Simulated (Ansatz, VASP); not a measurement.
One calculation of Sr, two programs

```
Sr
1.0
     0.00000    3.03360    3.03360
     3.03360    0.00000    3.03360
     3.03360    3.03360    0.00000
Sr
1
Direct
  0.00000 0.00000 0.00000
```

Alike in both runs: task single point; functional r2SCAN; k mesh 6 × 6 × 6; occupations gaussian, width 0.1 eV; no spin polarisation.

```csv
,VASP,Ansatz
version,VASP 6.6.1,Ansatz 0.2.0
potentials or method,"VASP PAW PBE potentials, release 64 (Sr_sv)","scalar-relativistic, plane waves, PAW"
plane-wave cutoff (eV),520,500
valence electrons in the cell,10,10
```

```tsv
	VASP	Ansatz	Ansatz less VASP
gap on the k mesh at the Fermi level (eV)	none	none	-
pressure (GPa)	0.2	0.1	-0.01
```

A gap of «none» marks a metal or a gap that the smearing closes.

Caveats: the PAW data sets were made with another functional, which shifts forces and pressure a little (VASP).
